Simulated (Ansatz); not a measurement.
Crystal: Zn.

```
Zn
1.0
    -1.56904    1.56904    1.56904
     1.56904   -1.56904    1.56904
     1.56904    1.56904   -1.56904
Zn
1
Direct
  0.00000 0.00000 0.00000
```

This isn't the form of Zn at room conditions, which is hcp.

| Property | Result |
| --- | --- |
| Program | Ansatz 0.2.0 |
| Task | relaxation of cell and atoms |
| Functional | RPBE |
| Potentials or basis | Ansatz PAW |
| Cutoff | 420 eV |
| Density cutoff | 5040 eV |
| k mesh | 12 × 12 × 12 |
| Occupations | fermi-dirac, width 0.1 eV |
| Spin | no spin polarisation |

At the start: volume 15.45 Å³/atom.

Task: How do energy, volume and symmetry change on relaxing?

Result: It ends after 5 steps and the volume is 16.13 Å³/atom (+4.4 %); space group Im-3m (No. 229, to 0.05 Å).

Step by step:
```
step  energy change (eV)  largest force (eV/Å)  volume (Å³)
   1              0.0000                0.0000        15.45
   2             -0.0041                0.0000        15.87
   3             -0.0046                0.0000        16.11
   4             -0.0046                0.0000        16.13
   5             -0.0051                0.0000        16.13
```

Final structure:
```xyz
1
Lattice="-1.5917 1.5917 1.5917 1.5917 -1.5917 1.5917 1.5917 1.5917 -1.5917" Properties=species:S:1:pos:R:3 pbc="T T T"
Zn    0.0000    0.0000    0.0000
```

Caveat: the plane-wave basis is chosen anew once the cell has moved, so the energies of steps on either side of that aren't comparable; the PAW data sets come from PBE, with cores solved anew for the run's functional, which leaves a small shift of forces and pressure.
